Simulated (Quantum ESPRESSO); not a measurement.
## TePt: single point with PBEsol

The system is TePt.

```
Pt Te
1.0
     1.98157    1.14406    6.66103
    -1.98157    1.14406    6.66103
     0.00000   -2.28812    6.66103
Pt Te
2 2
Direct
  0.12634 0.13698 0.12194
  0.85946 0.88660 0.86838
  0.40562 0.39882 0.40234
  0.59421 0.59596 0.59999
```

The cell isn't the ideal one: atoms moved at random, drawn with an rms of 0.05 Å.

```yaml
Program: Quantum ESPRESSO 7.5
Task: single point
Functional: PBEsol
Potentials_or_basis: GBRV 1.5 PBEsol
Cutoff: 612 eV
Density_cutoff: 4898 eV
k_mesh: 8 × 8 × 8
Occupations: fermi-dirac, width 0.05 eV
Spin: no spin polarisation
Mixing_beta: 0.5
Most_SCF_iterations: 120
SCF_threshold: 8e-10 Ry
```

| Quantity | Value |
| --- | --- |
| Pressure | 2.0 GPa |
| Largest force | 1.188 eV/Å |
| Band gap on the k mesh | none (metal or under the smearing width) |

Forces on the atoms (eV/Å):
```
Pt   0.149 -0.247  0.839
Pt   0.640 -0.175 -0.985
Te  -0.300  0.188 -0.591
Te  -0.490  0.235  0.737
```

Stress tensor (GPa, compression positive):
```
 2.67 -0.12  0.00
-0.12  2.38  0.24
 0.00  0.24  0.84
```

Levels at points of the mesh, in eV from the Fermi level:
| k point | band 18 | band 19 | band 20 | band 21 | band 22 | band 23 | band 24 | band 25 | band 26 | band 27 |
| --- | --- | --- | --- | --- | --- | --- | --- | --- | --- | --- |
| (0.00, 0.00, 0.00) | -2.10 | -1.82 | 0.76 | 0.78 | 0.91 | 1.35 | 2.91 | 2.92 | 4.47 | 5.91 |
| (0.00, 0.00, -0.50) | -2.64 | -2.56 | -2.02 | -1.97 | -1.08 | 0.29 | 1.38 | 1.99 | 3.77 | 4.82 |
| (0.00, -0.50, -0.50) | -2.65 | -2.51 | -2.02 | -1.71 | -1.27 | -1.15 | 2.48 | 3.83 | 4.68 | 5.45 |
| (-0.50, -0.50, -0.50) | -2.09 | -1.78 | -1.50 | 1.26 | 1.31 | 2.00 | 2.02 | 3.55 | 4.47 | 4.67 |
| (-0.50, 0.00, 0.00) | -2.66 | -2.51 | -2.06 | -1.95 | -1.08 | 0.29 | 1.36 | 2.03 | 3.73 | 4.83 |
| (0.00, -0.50, 0.00) | -2.62 | -2.60 | -2.00 | -1.96 | -1.11 | 0.27 | 1.38 | 1.98 | 3.79 | 4.81 |
| (0.50, 0.00, 0.50) | -2.62 | -2.57 | -1.97 | -1.73 | -1.29 | -1.15 | 2.49 | 3.71 | 4.70 | 5.47 |
| (-0.50, -0.50, 0.00) | -2.63 | -2.55 | -1.99 | -1.71 | -1.28 | -1.15 | 2.49 | 3.73 | 4.68 | 5.47 |

It took 8.7 min on 2 MPI ranks on Arm Neoverse V2, on a shared host, peak memory 0.78 GiB a rank.

The run has no spin-orbit coupling, so splittings on Pt, Te are missing.
